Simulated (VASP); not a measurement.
The system is CsSnI3.

```
Cs I Sn
1.0
     6.20570    0.00000    0.00000
     0.00000    6.20570    0.00000
     0.00000    0.00000    6.20570
Cs I Sn
1 3 1
Direct
  0.00000 0.00000 0.00000
  0.50000 0.50000 0.00000
  0.50000 0.00000 0.50000
  0.00000 0.50000 0.50000
  0.50000 0.50000 0.50000
```

Base run:

| Quantity | Value |
| --- | --- |
| Program | VASP 6.6.1 |
| Functional | TB-mBJ |
| Potentials or basis | VASP PAW PBE potentials, release 64 (Cs_sv, I, Sn_d) |
| Cutoff | 520 eV |
| k mesh | 6 × 6 × 6 |
| Occupations | gaussian, width 0.02 eV |
| Spin | no spin polarisation |

Its results: band gap on the k mesh 0.63 eV, direct.

**Question.** The run is repeated on the same cell with these changes: functional from TB-mBJ to PBEsol; further incar settings from ALGO = Normal; EDIFF = 1e-06 to ALGO = Fast; EDIFF = 1e-06. What comes out?

**Answer.** Band gap on the k mesh 0.26 eV, direct.

Caveats: spin-orbit coupling is left out, which moves the levels of the heavy elements.
